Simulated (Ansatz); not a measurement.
SrTiO$_{3}$: enthalpy against pressure

SrTiO$_{3}$, Pm-3m, a = 3.918 Å. The structure is a Materials Project entry; whether it is the stable form wasn't checked. Ansatz: r2SCAN+U, PAW, 500 eV, Γ-centred 6×6×6 mesh on 5 atoms, Gaussian smearing 0.02 eV; U_eff Ti 4.00 eV; no spin polarisation. Cell and atoms are relaxed at each pressure, and no other structure is tried, so the rows at high pressure may lie past a change of phase. y is the enthalpy over the state at zero pressure; there V0 = 12.026 Å³/atom. The pressures are the targets, met within 0.07 GPa.

```tsv
P (GPa)	y (eV/atom)
-3.0	-0.2271
0.0	0.0000
3.0	0.2235
8.0	?
15.0	1.0863
30.0	2.1084
60.0	4.0152
```

Problem. Fit y = c1 P + c2 P² + c3 P³ to the other rows, say what c1 and c2 mean, and predict the missing value.

Solution. Least squares on the rows shown. y = 0.074960 P − 0.00017842 P² + 7.4036×10⁻⁷ P³. Since dH/dP = V, c1 is V0: 0.074960 eV/GPa × 160.2 = 12.009 Å³ against 12.026; c2 = −V0/(2B0) gives B0 = 210 GPa, where a Birch–Murnaghan fit to the volumes of the same runs (not shown) gives 187 GPa: a cubic over this range folds the higher terms into c2. At P = 8.0 the fit asked for gives 0.5886 eV/atom. The run gave 0.5886 eV/atom, the same to the digits shown.

Symmetry holds off the tilts and polar distortions that many cubic perovskites undergo.